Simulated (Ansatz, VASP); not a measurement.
Two plane-wave programs on MoS2

```
Mo S
1.0
     3.14150    0.00000    0.00000
    -1.57075    2.72062    0.00000
     0.00000    0.00000   17.33730
Mo S
1 2
Direct
  0.00000 0.00000 0.00000
  0.33333 0.66667 0.08987
  0.33333 0.66667 0.91013
```

Alike in both runs: functional PBEsol; k mesh 12 × 12 × 2; occupations gaussian, width 0.02 eV; no spin polarisation.

Ansatz relaxed the structure, and its values are those at the end. VASP's run is a single point on that final structure, the one shown.

|  | VASP | Ansatz |
| --- | --- | --- |
| version | VASP 6.6.1 | Ansatz 0.2.0 |
| potentials or method | VASP PAW PBE potentials, release 64 (Mo_sv, S) | scalar-relativistic, plane waves, PAW |
| plane-wave cutoff (eV) | 520 | 420 |
| valence electrons in the cell | 26 | 26 |

|  | VASP | Ansatz | Ansatz less VASP |
| --- | --- | --- | --- |
| gap on the k mesh at the Fermi level (eV) | 1.81 | 1.80 | -0.005 |
| least direct gap on the mesh (eV) | 1.81 | 1.80 | -0.005 |

Ansatz warned: «xc_potential_rough_in_thin_density».

 A hybrid or GW would open this gap; PBEsol tends to underestimate it.
